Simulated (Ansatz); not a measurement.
# Au (Pm-3m) in Ansatz: a series of runs

One crystal, Au, is run at these levels: PBE, LDA; tasks: single point, relaxation of cell and atoms.

Everything below comes from runs of Ansatz 0.2.0. Logs are shortened: lines on timing, memory, paths and dates and some standing lists are left out, and cuts for length are marked.

### Step 1. The structure

Symmetry: Pm-3m, No. 221, cubic system. The conventional cell has a = 2.748 Å, b = 2.748 Å, c = 2.748 Å, α = 90.00°, β = 90.00°, γ = 90.00°. Au (site symmetry m-3m) has 6 Au at 2.75 Å as nearest neighbours.

The cell was built by a generator and needn't be a form met in nature.

### Step 2. Single point, PBE

File input.yaml:

```yaml
crystal:
  lattice:
    - [2.74841, 0.0, 0.0]
    - [0.0, 2.74841, 0.0]
    - [0.0, 0.0, 2.74841]
  atoms:
    - { symbol: Au, position: [0.5, 0.5, 0.5] }
hamiltonian:
  xc: pbe
  pseudopotentials: { kind: paw }
kpoints:
  mp_grid: { grid: [10, 10, 10] }
scf:
  occupations: { method: gaussian, width: 0.011 }
output:
  forces: true
  stress: true
  eigenvalues: true
```

Potentials or basis: Ansatz PAW.

Run with:

```
$ ansatz run input.yaml --threads 2 --pin off --max-ram 5632MiB --backend cpu --events-out ev --progress --plain --runs-dir out
```

What it wrote:

```text
Warning: RAYON_NUM_THREADS=2 ignored (pool sized by the plan → 2); use --threads N
Engine: ansatz 0.2.0, aarch64-unknown-linux-gnu
Pseudopotentials: kind: paw
Pseudopotential: Au, paw, valence charge 19, recommended cutoff 420 eV (normal), Au.paw.azcp
Functional definition: PBE
  parameter kappa = 0.804
  parameter beta = 0.06672455060314922
  exchange = pbe_x(kappa = kappa, mu = beta*pi^2/3)
  correlation = pbe_c(beta = beta)
Crystal: 1 atoms, lattice volume = 20.761 Å³
Basis set: ecut = 420 eV, 437 PW (Γ), exchange–correlation on 40×40×40 points (8 copies of the dense FFT grid, shifted against one another)
Bands: 14, of which v1, the nominal top of the filled ones, is band 10 counted from 1 (9 counted from 0)
Symmetry: 48 space group operations
Space group: Pm-3m (ITA 221), of the structure as read, at distance tolerance 2.7e-5 Å
k-points: 56 of 1000
Non-local potential: Au, projectors of the file, l = 0: 3, l = 1: 2, l = 2: 2, l = 3: 1
PAW form: soft (Blöchl's): semilocal exchange-correlation on the pseudo side does not see the compensation charge
PAW one-centre angular grid: Au, 590 points (default); XC on 64 Gauss nodes
Initial density: superposition of atomic densities (neutral atoms: chi_scale 0, normalization atom), corrected by the library's trained network
Initial wavefunctions: pseudopotential atomic-orbital guess
Functional: x = pbe(κ = 0.804, μ = 0.2195149727645171), c = pbe(β = 0.06672455060314922)
SCF iter   1: F=—  HF=-13149.117949 eV  |F-HF|=—  |Δ(HF+E_count)|=         —  Δρ=3.99e-3  dr2=2.74e-3  ethr=1.77e-3  ⟨swp⟩=5.1  Hψ=4284  notcnv=0
preconditioner: auto → LDOS  [insulator: Δε(μ)=0.156 eV  Ē_g=14.849 eV  σ=0.011 eV  W_gap=0.83  n_scr=6 (ndim 8)  ℏωp=27.0 eV  f_vac=0.010  D(μ)=1.54/eV (n_scr^D=18)  ε∞_Penn≈4.3  β→1.0]
SCF iter   2: F=—  HF=-13149.117863 eV  |F-HF|=—  |Δ(HF+E_count)|=   8.54e-5  Δρ=2.61e-3  dr2=9.59e-4  ethr=1.44e-5  ⟨swp⟩=2.6  Hψ=1858  notcnv=0  defer=28
preconditioner: auto → none  [insulator: Δε(μ)=0.165 eV  Ē_g=14.801 eV  σ=0.011 eV  W_gap=0.83  n_scr=6 (ndim 8)  ℏωp=27.0 eV  f_vac=0.004  D(μ)=1.54/eV (n_scr^D=18)  ε∞_Penn≈4.3  β→0.5]
SCF iter   3: F=—  HF=-13149.117759 eV  |F-HF|=—  |Δ(HF+E_count)|=   1.04e-4  Δρ=4.41e-4  dr2=1.28e-5  ethr=5.05e-6  ⟨swp⟩=2.2  Hψ=1324  notcnv=0  defer=28
SCF iter   4: F=—  HF=-13149.117775 eV  |F-HF|=—  |Δ(HF+E_count)|=   1.57e-5  Δρ=4.81e-5  dr2=1.42e-7  ethr=6.73e-8  ⟨swp⟩=2.1  Hψ=1329  notcnv=0  defer=28
iter 5 did not close the SCF: its close was put off for the readings that it lacked (scf_convergence_deferred on its scf_iter line)
SCF iter   5: F=-13149.117775 eV  HF=-13149.117775 eV  |F-HF|=1.15e-9  |Δ(HF+E_count)|=   3.01e-7  Δρ=2.36e-6  dr2=5.05e-10  ethr=7.49e-10  ⟨swp⟩=2.1  Hψ=1087  notcnv=0  defer=28
SCF iter   6: F=-13149.117775 eV  HF=-13149.117775 eV  |F-HF|=3.64e-12  |Δ(HF+E_count)|=   1.36e-9  Δρ=5.14e-7  dr2=3.25e-11  ethr=2.66e-12  ⟨swp⟩=2.6  Hψ=2466  notcnv=0
SCF 1 converged in 6 iterations: F = -13149.117775 eV  dr2 = 3.25e-11
SCF converged after 6 iterations
Free energy (F): -13149.117775 eV
Harris-Foulkes:  -13149.117775 eV  (|F-HF|=3.64e-12)
Internal energy: -13149.117682 eV  (E = F + TS)
E sigma→0 (E₀):  -13149.117729 eV
Entropy (-TS):   -0.000093 eV (-0.093 meV/atom)
Fermi energy:    15.504101 eV
--- Per-component energies (eV) ---
  E_band       = -290.106469
  E_kinetic    = 604.541553
  E_local      = -2088.074440  (includes V_loc(G=0)·N_el)
  E_nonlocal   = 73.967388
  E_hartree    = 877.938554
  E_xc         = -227.509604
  E_vxc        = -274.498497  (∫ρ·V_xc dr)
  E_paw        = -9706.786772  (= ΣΔE_a)
  E_vpaw       = -361.920711  (= ΣTr[D̂ρ^β])
  E_aug_tail   = 0.001395  (compensation charges beyond the density's cutoff)
  E_ewald      = -2683.195756
  E_smearing   = -0.000093  (= −TS)
  E_closure    = -0.000000  (closes the sum)
  Σ components = -13149.117775   (vs F -13149.117775, Δ=0.00e0)
--- Forces (eV/Å), atoms counted from 1 ---
  atom   1  Au     0.00000000    -0.00000000    -0.00000000
  max |Σ_I F_I| component: 3.79e-29 eV/Å
--- Stress (GPa, compression-positive) ---
        0.242197       0.000000       0.000000
        0.000000       0.242197       0.000000
       -0.000000       0.000000       0.242197
  P = ⅓ Tr σ = 0.2422 GPa (2.422 kbar)
--- Band table (eV; the first three rows and the last of 56) ---
  k-point 0: bands = ["-89.2683", "-40.6216", "-40.6216", "-40.6216", "7.6875", "9.8448", "9.8448", "14.0180", "14.0180", "14.0180", "29.2780", "29.2780", "29.2780", "34.0849"]
  k-point 1: bands = ["-89.2675", "-40.6413", "-40.6201", "-40.6201", "7.9253", "9.8809", "10.0366", "13.8616", "13.8616", "14.0307", "27.5171", "29.6693", "29.6693", "34.8652"]
  k-point 2: bands = ["-89.2653", "-40.6926", "-40.6161", "-40.6161", "8.5176", "9.9769", "10.6780", "13.4759", "13.4759", "14.0640", "24.6082", "30.7307", "30.7307", "34.2628"]
  k-point 55: bands = ["-89.2429", "-40.7869", "-40.7869", "-40.7869", "10.5715", "10.5715", "10.5715", "15.2543", "15.2543", "23.8554", "23.8554", "23.8554", "25.5950", "27.5997"]
```

Wall time 0.48 s (2 threads of Arm Neoverse V2, shared host); peak memory 0.26 GiB.

What came out:

- Free energy: -13149.1178 eV
- Pressure: 0.2 GPa
- Band gap on the k mesh: none (metal or under the smearing width)

Levels at points of the mesh, in eV from the Fermi level:
| k point | band 6 | band 7 | band 8 | band 9 | band 10 | band 11 | band 12 | band 13 |
| --- | --- | --- | --- | --- | --- | --- | --- | --- |
| (0.00, 0.00, 0.00) | -5.66 | -5.66 | -1.49 | -1.49 | -1.49 | 13.77 | 13.77 | 13.77 |
| (0.00, 0.00, -0.50) | -5.26 | -2.91 | -2.91 | -1.35 | -0.49 | 2.00 | 16.22 | 18.32 |
| (0.00, -0.50, -0.50) | -4.93 | -2.66 | -2.66 | -0.34 | 3.77 | 3.77 | 6.33 | 11.37 |
| (-0.50, -0.50, -0.50) | -4.93 | -4.93 | -0.25 | -0.25 | 8.35 | 8.35 | 8.35 | 10.09 |

Spin-orbit coupling is left out, which matters for the levels of Au.

### Step 3. Relaxation of cell and atoms, PBE

input.yaml: that of step 2 with these lines changed.

```diff
@@ -13,3 +13,3 @@
 scf:
-  occupations: { method: gaussian, width: 0.011 }
+  occupations: { method: fermi_dirac, width: 0.05 }
 output:
@@ -18 +18,9 @@
   eigenvalues: true
+  write_density: true
+  write_potential: true
+  elf: true
+  volumetric_format: npy
+relax:
+  f_tol: 0.01
+  max_steps: 40
+  cell: { stress_tol: 0.05 }
```

Potentials or basis: Ansatz PAW.

Run with:

```
$ ansatz run input.yaml --threads 2 --pin off --max-ram 5632MiB --backend cpu --events-out ev --progress --plain --runs-dir out
```

Wall time 1.9 s (2 threads of Arm Neoverse V2, shared host); peak memory 0.27 GiB.

It converged, with:

| Item | Value |
| --- | --- |
| Free energy | -13149.1194 eV |
| Relaxed volume | 20.81 Å³/atom |
| Relaxed cell | a = 2.750 Å, b = 2.750 Å, c = 2.750 Å, α = 90.00°, β = 90.00°, γ = 90.00° |
| Space group after relaxing (to 0.05 Å) | Pm-3m (No. 221) |
| Energy gained by relaxing | 0.0 meV/atom |
| Ionic steps | 3 |
| Pressure after relaxing | 0.0 GPa |
| Band gap on the k mesh | none (metal or under the smearing width) |

Final structure:
```yaml
crystal:
  lattice:
    - [2.75040, 0.00000, 0.00000]
    - [0.00000, 2.75040, 0.00000]
    - [0.00000, 0.00000, 2.75040]
  atoms:
    - { symbol: Au, position: [0.50000, 0.50000, 0.50000] }
```

Levels at points of the mesh, in eV from the Fermi level:
| k point | band 5 | band 6 | band 7 | band 8 | band 9 | band 10 | band 11 | band 12 | band 13 | band 14 |
| --- | --- | --- | --- | --- | --- | --- | --- | --- | --- | --- |
| (0.00, 0.00, 0.00) | -7.74 | -5.59 | -5.59 | -1.43 | -1.43 | -1.43 | 13.82 | 13.82 | 13.82 | 18.61 |
| (0.00, 0.00, -0.50) | -5.67 | -5.20 | -2.85 | -2.85 | -1.30 | -0.43 | 2.04 | 16.27 | 18.37 | 18.90 |
| (0.00, -0.50, -0.50) | -5.53 | -4.86 | -2.60 | -2.60 | -0.29 | 3.83 | 3.83 | 6.37 | 11.42 | 20.39 |
| (-0.50, -0.50, -0.50) | -4.87 | -4.87 | -4.87 | -0.20 | -0.20 | 8.40 | 8.40 | 8.40 | 10.15 | 12.11 |

Caveat: the plane-wave basis is chosen anew once the cell has moved, so the energies of steps on either side of that aren't comparable. Spin-orbit coupling is left out, which matters for the levels of Au.

### Step 4. Relaxation of cell and atoms, LDA

input.yaml: that of step 3 with these lines changed.

```diff
@@ -8,3 +8,3 @@
 hamiltonian:
-  xc: pbe
+  xc: lda
   pseudopotentials: { kind: paw }
```

Run with:

```
$ ansatz run input.yaml --threads 2 --pin off --max-ram 5632MiB --backend cpu --events-out ev --progress --plain --runs-dir out
```

It took 2.9 s on 2 threads of Arm Neoverse V2, shared host; peak memory 0.28 GiB.

The run converged. Its results:

```yaml
Free_energy: -12864.6727 eV
Relaxed_volume: 18.96 Å³/atom
Relaxed_cell: a = 2.666 Å, b = 2.666 Å, c = 2.666 Å, α = 90.00°, β = 90.00°, γ = 90.00°
Space_group_after_relaxing_to_0.05_Å: Pm-3m (No. 221)
Energy_gained_by_relaxing: 61.7 meV/atom
Ionic_steps: 6
Pressure_after_relaxing: 0.0 GPa
Band_gap_on_the_k_mesh: none (metal or under the smearing width)
```

The path:
```csv
step,energy change (eV),largest force (eV/Å),volume (Å³)
1,0.0000,0.0000,20.76
2,-0.0296,0.0000,17.87
3,-0.0603,0.0000,19.23
4,-0.0621,0.0000,19.00
5,-0.0621,0.0000,18.96
6,-0.0617,0.0000,18.96
```

Final structure:
```
CELL_PARAMETERS angstrom
2.66634 0.00000 0.00000
0.00000 2.66634 0.00000
0.00000 0.00000 2.66634
ATOMIC_POSITIONS crystal
Au 0.50000 0.50000 0.50000
```

Levels at points of the mesh, in eV from the Fermi level:
| k point | band 5 | band 6 | band 7 | band 8 | band 9 | band 10 | band 11 | band 12 | band 13 | band 14 |
| --- | --- | --- | --- | --- | --- | --- | --- | --- | --- | --- |
| (0.00, 0.00, 0.00) | -8.59 | -6.26 | -6.26 | -1.36 | -1.36 | -1.36 | 14.29 | 14.29 | 14.29 | 19.62 |
| (0.00, 0.00, -0.50) | -6.32 | -5.80 | -3.06 | -3.06 | -1.20 | -0.85 | 2.47 | 16.40 | 18.86 | 19.77 |
| (0.00, -0.50, -0.50) | -6.22 | -5.40 | -2.76 | -2.76 | -0.06 | 3.77 | 3.77 | 7.22 | 12.02 | 20.84 |
| (-0.50, -0.50, -0.50) | -5.44 | -5.44 | -5.44 | 0.05 | 0.05 | 8.79 | 8.79 | 8.79 | 9.99 | 13.66 |

Caveat: the plane-wave basis is chosen anew once the cell has moved, so the energies of steps on either side of that aren't comparable; the PAW data sets come from PBE, with cores solved anew for the run's functional, which leaves a small shift of forces and pressure. Spin-orbit coupling is left out, which matters for the levels of Au.

### Step 5. Overview

```csv
task,level,cell,smearing,gap on the mesh (eV),pressure (GPa),relaxed volume (Å³/atom)
single point,PBE,as given,gaussian 0.011 eV,none,0.2,-
relaxation of cell and atoms,PBE,relaxed,fermi-dirac 0.05 eV,none,0.0,20.81
relaxation of cell and atoms,LDA,relaxed,fermi-dirac 0.05 eV,none,0.0,18.96
```

Alike in all rows: potentials or basis Ansatz PAW; no spin polarisation; k mesh 10 × 10 × 10; cutoff (eV) 420.

Caveats: the plane-wave basis is chosen anew once the cell has moved, so the energies of steps on either side of that aren't comparable (some runs); the PAW data sets come from PBE, with cores solved anew for the run's functional, which leaves a small shift of forces and pressure (some runs).

Total energies depend on the potentials used, so only differences within one code and one set of settings carry meaning.
